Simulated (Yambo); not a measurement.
# PbS (Galena) (Fm-3m) in Yambo: convergence with bands in self energy

Aim: find how far bands in self energy must go before the results for PbS (Galena) settle, at PBEsol. This setting moves, with any that are tied to it; all else stays.

All numbers are computed with Yambo 5.3.0; they aren't measurements. Logs are shortened: lines on timing, memory, paths and dates and some standing lists are left out, and cuts for length are marked.

**1. The crystal as given**

It takes space group Fm-3m (No. 225, cubic). Conventional cell: a = 5.931 Å, b = 5.931 Å, c = 5.931 Å, α = 90.00°, β = 90.00°, γ = 90.00°. Around Pb (site symmetry m-3m) lie 6 S at 2.97 Å. S (site symmetry m-3m) is surrounded by 6 Pb at 2.97 Å.

**2. With bands in self energy 30**

File g0w03.in:

```
gw0
dyson
el_el_corr
rim_cut
HF_and_locXC
ppa
em1d
RandQpts= 1000000
RandGvec= 50 RL
EXXRLvcs= 56 Ry
VXCRLvcs= 56 Ry
Chimod= "HARTREE"
% BndsRnXp
 1 | 160 |
%
NGsBlkXp= 5 Ry
% LongDrXp
 1 | 1 | 1 |
%
PPAPntXp= 27.21138 eV
% GbndRnge
 1 | 30 |
%
GTermKind= "none"
DysSolver= "n"
ExtendOut
% QPkrange
 1 | 1 | 10 | 12 |
 4 | 4 | 10 | 12 |
%
```

File scf.in:

```
&CONTROL
  calculation = 'scf'
  prefix = 'pwscf'
  outdir = './tmp'
  pseudo_dir = './pseudo'
/
&SYSTEM
  ibrav = 0
  nat = 2
  ntyp = 2
  ecutwfc = 56
  nbnd = 16
  occupations = 'smearing'
  smearing = 'fd'
  degauss = 0.00367493
  force_symmorphic = .true.
/
&ELECTRONS
  conv_thr = 4d-10
  electron_maxstep = 120
  mixing_beta = 0.5
/
ATOMIC_SPECIES
Pb   207.2000 Pb.upf
S     32.0600 S.upf
CELL_PARAMETERS angstrom
   0.0000000000    2.9657500000    2.9657500000
   2.9657500000    0.0000000000    2.9657500000
   2.9657500000    2.9657500000    0.0000000000
ATOMIC_POSITIONS crystal
Pb     0.0000000000    0.0000000000    0.0000000000
S      0.5000000000    0.5000000000    0.5000000000
K_POINTS automatic
8 8 8 0 0 0
```

File nscf.in:

```
&CONTROL
  calculation = 'nscf'
  prefix = 'pwscf'
  outdir = './tmp'
  pseudo_dir = './pseudo'
/
&SYSTEM
  ibrav = 0
  nat = 2
  ntyp = 2
  ecutwfc = 56
  nbnd = 160
  occupations = 'fixed'
  force_symmorphic = .true.
/
&ELECTRONS
  conv_thr = 1d-08
  diago_full_acc = .true.
  diago_thr_init = 1d-06
/
ATOMIC_SPECIES
Pb   207.2000 Pb.upf
S     32.0600 S.upf
CELL_PARAMETERS angstrom
   0.0000000000    2.9657500000    2.9657500000
   2.9657500000    0.0000000000    2.9657500000
   2.9657500000    2.9657500000    0.0000000000
ATOMIC_POSITIONS crystal
Pb     0.0000000000    0.0000000000    0.0000000000
S      0.5000000000    0.5000000000    0.5000000000
K_POINTS automatic
6 6 6 0 0 0
```

Potentials or basis: PseudoDojo 0.4.1 SR PBEsol standard.

Launch:

```sh
OMP_NUM_THREADS=1 pw.x -in scf.in > scf.out
OMP_NUM_THREADS=1 pw.x -in nscf.in > nscf.out
cd tmp/pwscf.save; p2y; mv SAVE ../..; cd ../..
OMP_NUM_THREADS=1 yambo
mkdir -p g0w03; ln -s $PWD/g0w00/ndb.pp* g0w03/
mkdir -p g0w03; ln -s $PWD/g0w00/ndb.RIM g0w03/
OMP_NUM_THREADS=1 yambo -F g0w03.in -J g0w03 -C g0w03_out
```

It converged, with:

```yaml
Band_gap_on_the_k_mesh_mean-field_level: 0.26 eV, direct
Quasiparticle_gap: 0.23 eV
Least_direct_quasiparticle_gap: 0.23 eV
Quasiparticle_gap_at_Γ: 7.85 eV
Band_gap_of_the_same_states_before_the_correction: 0.26 eV
```

**3. With bands in self energy 50**

File g0w04.in:

```
gw0
dyson
el_el_corr
rim_cut
HF_and_locXC
ppa
em1d
RandQpts= 1000000
RandGvec= 50 RL
EXXRLvcs= 56 Ry
VXCRLvcs= 56 Ry
Chimod= "HARTREE"
% BndsRnXp
 1 | 160 |
%
NGsBlkXp= 5 Ry
% LongDrXp
 1 | 1 | 1 |
%
PPAPntXp= 27.21138 eV
% GbndRnge
 1 | 50 |
%
GTermKind= "none"
DysSolver= "n"
ExtendOut
% QPkrange
 1 | 1 | 10 | 12 |
 4 | 4 | 10 | 12 |
%
```

scf.in is that of step 2.

nscf.in is that of step 2.

Potentials or basis: PseudoDojo 0.4.1 SR PBEsol standard.

Launch:

```sh
OMP_NUM_THREADS=1 pw.x -in scf.in > scf.out
OMP_NUM_THREADS=1 pw.x -in nscf.in > nscf.out
cd tmp/pwscf.save; p2y; mv SAVE ../..; cd ../..
OMP_NUM_THREADS=1 yambo
mkdir -p g0w04; ln -s $PWD/g0w00/ndb.pp* g0w04/
mkdir -p g0w04; ln -s $PWD/g0w00/ndb.RIM g0w04/
OMP_NUM_THREADS=1 yambo -F g0w04.in -J g0w04 -C g0w04_out
```

Results (log left out):

```
Band gap on the k mesh, mean-field level          : 0.26 eV, direct
Quasiparticle gap                                 : 0.32 eV
Least direct quasiparticle gap                    : 0.32 eV
Quasiparticle gap at Γ                            : 7.75 eV
Band gap of the same states before the correction : 0.26 eV
```

**4. With bands in self energy 90**

File g0w05.in:

```
gw0
dyson
el_el_corr
rim_cut
HF_and_locXC
ppa
em1d
RandQpts= 1000000
RandGvec= 50 RL
EXXRLvcs= 56 Ry
VXCRLvcs= 56 Ry
Chimod= "HARTREE"
% BndsRnXp
 1 | 160 |
%
NGsBlkXp= 5 Ry
% LongDrXp
 1 | 1 | 1 |
%
PPAPntXp= 27.21138 eV
% GbndRnge
 1 | 90 |
%
GTermKind= "none"
DysSolver= "n"
ExtendOut
% QPkrange
 1 | 1 | 10 | 12 |
 4 | 4 | 10 | 12 |
%
```

scf.in is that of step 3.

nscf.in is that of step 3.

Launch:

```sh
OMP_NUM_THREADS=1 pw.x -in scf.in > scf.out
OMP_NUM_THREADS=1 pw.x -in nscf.in > nscf.out
cd tmp/pwscf.save; p2y; mv SAVE ../..; cd ../..
OMP_NUM_THREADS=1 yambo
mkdir -p g0w05; ln -s $PWD/g0w00/ndb.pp* g0w05/
mkdir -p g0w05; ln -s $PWD/g0w00/ndb.RIM g0w05/
OMP_NUM_THREADS=1 yambo -F g0w05.in -J g0w05 -C g0w05_out
```

Results (log left out):

| Item | Value |
| --- | --- |
| Band gap on the k mesh, mean-field level | 0.26 eV, direct |
| Quasiparticle gap | 0.37 eV |
| Least direct quasiparticle gap | 0.37 eV |
| Quasiparticle gap at Γ | 7.71 eV |
| Band gap of the same states before the correction | 0.26 eV |

**5. With bands in self energy 160**

File g0w01.in:

```
gw0
dyson
el_el_corr
rim_cut
HF_and_locXC
ppa
em1d
RandQpts= 1000000
RandGvec= 50 RL
EXXRLvcs= 56 Ry
VXCRLvcs= 56 Ry
Chimod= "HARTREE"
% BndsRnXp
 1 | 160 |
%
NGsBlkXp= 5 Ry
% LongDrXp
 1 | 1 | 1 |
%
PPAPntXp= 27.21138 eV
% GbndRnge
 1 | 160 |
%
GTermKind= "none"
DysSolver= "n"
ExtendOut
% QPkrange
 1 | 1 | 10 | 12 |
 4 | 4 | 10 | 12 |
%
```

scf.in is that of step 4.

nscf.in is that of step 4.

Potentials or basis: PseudoDojo 0.4.1 SR PBEsol standard.

Launch:

```sh
OMP_NUM_THREADS=1 pw.x -in scf.in > scf.out
OMP_NUM_THREADS=1 pw.x -in nscf.in > nscf.out
cd tmp/pwscf.save; p2y; mv SAVE ../..; cd ../..
OMP_NUM_THREADS=1 yambo
mkdir -p g0w01; ln -s $PWD/g0w00/ndb.pp* g0w01/
mkdir -p g0w01; ln -s $PWD/g0w00/ndb.RIM g0w01/
OMP_NUM_THREADS=1 yambo -F g0w01.in -J g0w01 -C g0w01_out
```

Yambo's report:

```text
[... sections 02.01 to 02.04 as in the set-up run ...]

  [02.05] Energies & Occupations
  ==============================

  [X] === General ===
  [X] Electronic Temperature                        :  0.000000  0.000000 [eV K]
  [X] Bosonic    Temperature                        :  0.000000  0.000000 [eV K]
  [X] Finite Temperature mode                       : no
  [X] El. density                                   :  0.38335E+24 [cm-3]
  [X] Fermi Level                                   :  8.569223 [eV]

  [X] === Gaps and Widths ===
  [X] Conduction Band Min                           :  0.260918 [eV]
  [X] Valence Band Max                              :  0.000000 [eV]
  [X] Filled Bands                                  :  10
  [X] Empty Bands                                   :   11  160
  [X] Direct Gap                                    :  0.260918 [eV]
  [X] Direct Gap localized at k                     :   4
  [X] Indirect Gap                                  :  0.260918 [eV]
  [X] Indirect Gap between kpts                     :   4   4
  [X] Last valence band width                       :  3.455116 [eV]
  [X] 1st conduction band width                     :  4.901560 [eV]

 [03] Transferred momenta grid and indexing
 ==========================================

 IBZ Q-points                                      :  16
 BZ  Q-points                                      :  216

 K/Q-points units:
 rlu = crystal or reduced units; cc = cartesian coordinates; iku = interal k-units

 Q [ 1]         [rlu]:  0.000000  0.000000  0.000000
 Q [ 2]         [rlu]: -0.37512E-17 -0.37512E-17  0.16667
 Q [ 3]         [rlu]: -0.75025E-17 -0.75025E-17  0.33333
 Q [ 4]         [rlu]: -0.86205E-17 -0.86205E-17 -0.50000
 Q [ 5]         [rlu]: -0.30281E-16  0.16667      0.16667
 Q [ 6]         [rlu]: -0.31507E-16  0.16667      0.33333
 Q [ 7]         [rlu]: -0.75025E-17  0.16667      0.50000
 Q [ 8]         [rlu]: -0.86205E-17  0.16667     -0.33333
 Q [ 9]         [rlu]:  0.75025E-17  0.16667     -0.16667
 Q [10]         [rlu]: -0.60563E-16  0.33333      0.33333
 Q [11]         [rlu]: -0.31507E-16  0.33333      0.50000
 Q [12]         [rlu]:  0.15005E-16  0.33333     -0.33333
 Q [13]         [rlu]:  0.11560E-15 -0.50000     -0.50000
 Q [14]         [rlu]:  0.166667  0.333333  0.500000
 Q [15]         [rlu]:  0.166667  0.333333 -0.333333
 Q [16]         [rlu]:  0.166667 -0.500000 -0.333333

 [04] Coloumb potential Random Integration (RIM)
 ===============================================

 Summary of Coulomb integrals for non-metallic bands |Q|[au] RIM/Bare

 Q [1] 0.100000E-4 0.995998 * Q [2] 0.161818 1.065683
 Q [5] 0.186851 1.063731 * Q [9] 0.264247 1.025994
 Q [6] 0.309857 1.019604 * Q [3] 0.323635 1.017314
 Q [10] 0.373702 1.013697 * Q [8] 0.407232 1.010763
 Q [14] 0.417811 1.010819 * Q [7] 0.457689 1.008998
 Q [11] 0.485453 1.008132 * Q [4] 0.485453 1.007575
 Q [12] 0.528494 1.006539 * Q [15] 0.552712 1.006052
 Q [13] 0.560553 1.006039 * Q [16] 0.590874 1.005530

 [05] Dipoles
 ============
[... 65 lines left out ...]
 <12|nlXC|12> = -7.366280  0.14882E-18 <12|lXC|12> = -11.35058  0.000000

  Corrections @ K [4] :  [eV]
 <10|nlXC|10> = -14.78458 -0.23861E-16 <10|lXC|10> = -13.51649 -0.70806E-16
 <11|nlXC|11> = -7.047707 -0.64904E-18 <11|lXC|11> = -9.677743  0.35403E-16
 <12|nlXC|12> = -7.683321  0.11125E-17 <12|lXC|12> = -10.48358  0.000000

 [08] Dyson equation: Newton solver
 ==================================

  [08.01] G0W0 (W PPA)
  ====================

  [  GW  ] Bands range     :    1  160
  [GW/PPA] G damping       :  0.100000 [eV]

  QP @ state[ 1 ] K range:  1  1
  QP @ state[ 1 ] b range:  10  12
  QP @ state[ 2 ] K range:   4   4
  QP @ state[ 2 ] b range:  10  12
[... 51 lines left out ...]
   :: Time ordering fails/rest    :  0.500685
   :: Mean rel dev of PP cond     :  0.481558
   Current Q-pt index             :  14
   :: PP condition fails/total    :  0.452544
   :: Time ordering fails/rest    :  0.495893
   :: Mean rel dev of PP cond     :  0.452244
   Current Q-pt index             :  15
   :: PP condition fails/total    :  0.452544
   :: Time ordering fails/rest    :  0.498054
   :: Mean rel dev of PP cond     :  0.452234
   Current Q-pt index             :  16
   :: PP condition fails/total    :  0.461538
   :: Time ordering fails/rest    :  0.508132
   :: Mean rel dev of PP cond     :  0.461216

  [08.02] QP properties and I/O
  =============================

  Legend (energies in eV)
  - B  : Band       - Eo  : bare energy
  - E  : QP energy  - Z   : Renormalization factor
  - So : Sc(Eo)     - S   : Sc(E)
  - dSp: Sc derivative precision

  - lXC: Local XC (Perdew, Burke & Ernzerhof SOL(X)+Perdew, Burke & Ernzerhof SOL(C))
  -nlXC: non-Local XC (Hartree-Fock)

  QP [eV] @ K [1] (iku):  0.000000  0.000000  0.000000
   B=10 Eo= -2.16 E= -2.71 E-Eo= -0.56 Re(Z)=0.77 Im(Z)=-0.156017E-2 nlXC= -15.6486 lXC= -12.4749 So=  2.44898
   B=11 Eo=  5.16 E=  4.98 E-Eo= -0.18 Re(Z)=0.78 Im(Z)=-0.117843E-2 nlXC= -7.36626 lXC= -11.3506 So= -4.21417
   B=12 Eo=  5.16 E=  4.98 E-Eo= -0.18 Re(Z)=0.78 Im(Z)=-0.116718E-2 nlXC= -7.36628 lXC= -11.3506 So= -4.21394

  QP [eV] @ K [4] (iku): -0.250000 -0.250000  0.250000
   B=10 Eo=  0.00 E= -0.43 E-Eo= -0.43 Re(Z)=0.79 Im(Z)=-0.135027E-2 nlXC= -14.7846 lXC= -13.5165 So= 0.729960
   B=11 Eo=  0.26 E= -0.03 E-Eo= -0.29 Re(Z)=0.81 Im(Z)=-0.128600E-2 nlXC= -7.04771 lXC= -9.67774 So= -2.99006
   B=12 Eo=  1.89 E=  1.65 E-Eo= -0.24 Re(Z)=0.81 Im(Z)=-0.128218E-2 nlXC= -7.68332 lXC= -10.4836 So= -3.09611

  [WR./g0w01//ndb.QP]-------------------------------------------------------------
   Lattice constants                                :  5.604455  5.604455  5.604455
   Coulomb cutoff potential                         : none
   Electronic Temperature                           :  0.000000 [K]
   Bosonic    Temperature                           :  0.000000 [K]
   Green`s function   energies                      : Perdew, Burke & Ernzerhof SOL(X)+Perdew, Burke & Ernzerhof SOL(C)
   wavefunctions                                    : Perdew, Burke & Ernzerhof SOL(X)+Perdew, Burke & Ernzerhof SOL(C)
   PPA    diel. fun.  energies                      : Perdew, Burke & Ernzerhof SOL(X)+Perdew, Burke & Ernzerhof SOL(C)
   wavefunctions                                    : Perdew, Burke & Ernzerhof SOL(X)+Perdew, Burke & Ernzerhof SOL(C)
   QP tot states                                    :   6
   GW solver                                        : Newton
   GW approximation                                 : PPA
   PPA imaginary Energy                             :  27.21138 ev
   RIM G`s                                          :   51
   RIM random pts                                   :  1000000
   dS/dw steps                                      :  2
   dS/dw step                                       :  0.100000 ev
   X G`s                                            :   65 used
   X G`s                                            :   65 disk
   X bands                                          :    1  160
   X poles                                          :  100.0000 o/o
   X e/h E range                                    : -1.000000 -1.000000 ev
   X Hxc Kernel                                     : HARTREE
   X BZ energy Double Grid                          : no
   X Optical Averaged directions                    : none
   Sc/G bands                                       :    1  160
   Sc/G damping                                     :  0.100000 ev
   Sc bands terminator                              : no
   Sx RL components                                 :  2565

   QP @ state[ 1 ] K range                          :  1  1
   QP @ state[ 1 ] b range                          :  10  12
   QP @ state[ 2 ] K range                          :   4   4
   QP @ state[ 2 ] b range                          :  10  12
   GF energies kind                                 : Perdew, Burke & Ernzerhof SOL(X)+Perdew, Burke & Ernzerhof SOL(C)
   GF WF`s kind                                     : Perdew, Burke & Ernzerhof SOL(X)+Perdew, Burke & Ernzerhof SOL(C)
   Xs energies kind                                 : Perdew, Burke & Ernzerhof SOL(X)+Perdew, Burke & Ernzerhof SOL(C)
   Xs WF`s kind                                     : Perdew, Burke & Ernzerhof SOL(X)+Perdew, Burke & Ernzerhof SOL(C)
```

o-g0w01.qp:

```text
# GW solver                                       : Newton
# GW approximation                                : PPA
# PPA imaginary Energy                            :   27.2113800    [ev]
[... 35 lines left out ...]
         4                 11                 0.260918          -0.030600          -0.291518          -9.677743          -7.047707          -2.990057          -2.921555          -6.395986           0.809683          -0.001286          -9.652918           68.18787
         4                 12                 1.894038           1.654863          -0.239175          -10.48358          -7.683321          -3.096112          -3.039432          -6.450938           0.808361          -0.001282          -10.42480           63.13902
#
```

What came out:

| Item | Value |
| --- | --- |
| Band gap on the k mesh, mean-field level | 0.26 eV, direct |
| Quasiparticle gap | 0.39 eV |
| Least direct quasiparticle gap | 0.39 eV |
| Quasiparticle gap at Γ | 7.70 eV |
| Band gap of the same states before the correction | 0.26 eV |

**6. Result**

```csv
bands in self energy,quasiparticle gap at the points computed (eV)
30,0.233
50,0.315
90,0.367
160,0.395
```

Against the tightest run, the quasiparticle gap at the points computed stays within 0.05 eV from 90 on. The tightest run that finished is the yardstick and may itself not be fully converged.

Caveats: the potentials hold a filled d shell without the s and p states of that shell, which can shift GW gaps by tenths of an eV, either way; this version prints the column dSc/dw multiplied by 27.2; spin-orbit coupling is left out, which as a rule narrows the gap of such compounds by several tenths of an eV.
